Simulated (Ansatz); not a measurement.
# AlN: how strain makes field gradients

```yaml
crystal:
  lattice:
    - [0.00000, 1.97800, 1.97800]
    - [1.97800, 0.00000, 1.97800]
    - [1.97800, 1.97800, 0.00000]
  atoms:
    - { symbol: Al, position: [0.00000, 0.00000, 0.00000] }
    - { symbol: N, position: [0.50000, 0.50000, 0.50000] }
```

Atoms are numbered in the order listed.

The cell comes from COD entry 1523095, which wasn't checked; take it as a given geometry.

Computed with DFT, PBE, all-electron PAW with datasets made for the crystal, scalar-relativistic in Ansatz 0.2.0.

Settings: a Γ-centred 10×10×10 k mesh, Fermi–Dirac smearing of 0.02 eV, cutoff 380 eV (chosen by the program for this cell), no spin polarisation.

The strain is applied along the Cartesian axes of the cell as listed (γ is the engineering shear, twice εxy = εyz = εzx). Fractional coordinates are held (clamped ions).

The columns are Cartesian components of the electric field gradient at the nuclei, in 10²¹ V/m².

Only quantities that a quadratic follows smoothly over the whole series are listed; rougher ones are left out.

```
      γ  Vxy at Al1  Vxy at N2
-0.0300        0.11      -0.62
-0.0200        0.08      -0.42
-0.0100        0.04      -0.21
 0.0000        0.00       0.00
 0.0200       -0.07       0.44
 0.0300       -0.11       0.66
```

(1) Fit the series and give the gradient–strain slopes.

(2) One run, at γ = 0.0100, is withheld. Predict its row.

Answers

(1) Least-squares fits y = p0 + p1 x + p2 x² to the rows give Vxy at Al1: p1 = -3.69, p2 = -2.1; Vxy at N2: p1 = 21.4, p2 = 21. The slopes p1 are in 10²¹ V/m² per unit strain, for clamped ions.

(2) The fits give -0.03, 0.22; the run gave -0.04, 0.22.
